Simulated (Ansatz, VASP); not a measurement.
# Ca: VASP beside Ansatz

Contents of INCAR:

```
ALGO     = Fast           # electronic algorithm
EDIFF    = 1E-6           # SCF threshold, eV
ENCUT    = 520            # plane-wave cutoff, eV
GGA      = PE             # functional
ISIF     = 2              # what is computed and relaxed
ISMEAR   = 0              # smearing method
LASPH    = True           # aspherical terms in the spheres
LCHARG   = False          # write CHGCAR
LREAL    = False          # projectors in reciprocal space
LWAVE    = False          # write WAVECAR
NBANDS   = 11             # bands
NELM     = 80             # most SCF steps
PREC     = Accurate       # precision mode
SIGMA    = 0.15           # smearing width, eV
```

KPOINTS

```
k-points
0
Gamma
  14 14 14
```

POSCAR

```
Ca
1.0
    0.0000000000      2.7103740000      2.7522870000
    2.7103740000      0.0000000000      2.7522870000
    2.7103740000      2.7103740000      0.0000000000
Ca
1
Direct
    0.0000000000      0.0000000000      0.0000000000
```

Input for Ansatz:

```yaml
crystal:
  lattice:
    - [0.0, 2.710374, 2.752287]
    - [2.710374, 0.0, 2.752287]
    - [2.710374, 2.710374, 0.0]
  atoms:
    - { symbol: Ca, position: [0.0, 0.0, 0.0] }
basis:
  ecutwfc: 420
kpoints:
  mp_grid: { grid: [14, 14, 14] }
hamiltonian:
  xc: pbe
scf:
  occupations: { method: gaussian, width: 0.15 }
output:
  forces: true
  stress: true
  eigenvalues: true
  write_density: true
  write_potential: true
  elf: true
  volumetric_format: npy
```

Change from the starting cell: strain -0.030 along x and y, -0.015 along z, atoms carried along.

Alike in both runs: task single point; functional PBE; k mesh 14 × 14 × 14; occupations gaussian, width 0.15 eV; no spin polarisation.

|  | VASP | Ansatz |
| --- | --- | --- |
| version | VASP 6.6.1 | Ansatz 0.2.0 |
| potentials or method | VASP PAW PBE potentials, release 64 (Ca_sv) | scalar-relativistic, plane waves, PAW |
| plane-wave cutoff (eV) | 520 | 420 |
| valence electrons in the cell | 10 | 10 |

|  | VASP | Ansatz | Ansatz less VASP |
| --- | --- | --- | --- |
| gap on the k mesh at the Fermi level (eV) | none | none | - |
| pressure (GPa) | 0.8 | 0.8 | 0.00 |
| largest component of the traceless stress (GPa) | 0.09 | 0.09 | 0.000 |

A gap of «none» marks a metal or a gap that the smearing closes. The functional is the same, so the differences come from potentials, cutoffs and numerics.
